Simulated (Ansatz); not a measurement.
## Cr: phonons with PBEsol

The system is Cr.

```
Cr
1.0
     2.71400    0.00000    0.00000
    -1.35700    2.35039    0.00000
     0.00000    0.00000    4.41000
Cr
2
Direct
  0.66667 0.33333 0.75000
  0.33333 0.66667 0.25000
```

This isn't the form of Cr at room conditions, which is bcc.

```
Program                             : Ansatz 0.2.0
Task                                : phonons
Functional                          : PBEsol
Potentials or basis                 : Ansatz PAW
Cutoff                              : 420 eV (not typed: the program's choice for these potentials)
k mesh                              : 10 × 10 × 6
Occupations                         : fermi-dirac, width 0.05 eV
Spin                                : collinear spin, ferromagnetic start
Starting moments                    : [3.0, 3.0] μB
q mesh                              : 2 × 2 × 2
Path                                : [["G", "M", "K", "G", "A", "L", "H", "A"], ["L", "M"], ["K", "H"]]
Points for each segment of the path : 8
```

* Band gap on the k mesh: none (metal or under the smearing width)
* Net moment: 1.59 μB per cell
* Absolute moment: 1.60 μB per cell
* Site moments: Cr +0.73 μB
* Highest phonon frequency: 228 cm⁻¹
* Most unstable mode: 108i cm⁻¹

Levels at points of the mesh, in eV from the Fermi level:
Spin up:
| k point | band 12 | band 13 | band 14 | band 15 | band 16 | band 17 | band 18 | band 19 |
| --- | --- | --- | --- | --- | --- | --- | --- | --- |
| (0.00, 0.00, 0.00) | -0.62 | -0.58 | -0.25 | -0.25 | 0.20 | 0.20 | 0.39 | 1.45 |
| (0.00, 0.00, -0.50) | -1.09 | -0.68 | -0.68 | -0.68 | -0.68 | 1.10 | 1.10 | 1.10 |
| (0.00, -0.50, 0.00) | -1.15 | -0.77 | -0.67 | -0.20 | 1.62 | 1.72 | 1.79 | 2.99 |
| (0.00, -0.50, -0.50) | -1.98 | 0.30 | 0.30 | 0.73 | 0.73 | 1.72 | 1.72 | 2.56 |
Spin down:
```tsv
k point	band 10	band 11	band 12	band 13	band 14	band 15	band 16	band 17
(0.00, 0.00, 0.00)	-3.13	-0.02	0.05	0.05	0.43	0.43	0.65	0.93
(0.00, 0.00, -0.50)	-4.90	-0.59	-0.59	-0.01	-0.01	-0.01	-0.01	1.85
(0.00, -0.50, 0.00)	-2.60	-2.28	-0.79	-0.08	-0.03	0.38	2.35	2.49
(0.00, -0.50, -0.50)	-2.93	-1.42	-1.42	1.02	1.02	1.17	1.17	2.46
```

Phonon frequencies in cm⁻¹ (negative: imaginary):
| q point | frequencies |
| --- | --- |
| (0.000, 0.000, 0.000) | -108 -108 0 0 0 186 |
| (0.000, 0.000, -0.500) | -86 -86 -86 -86 129 129 |
| (0.000, -0.500, 0.000) | -91 -90 9 16 136 203 |
| (0.000, -0.500, -0.500) | -92 -92 -41 -41 228 228 |

It took 77 s on 2 threads of Arm Neoverse V1, with other jobs on the host, peak memory 0.7 GiB.

Caveat: some modes are imaginary; the q mesh is small, so phonon branches between its points and thermal values are rough; some levels weren't fully converged.
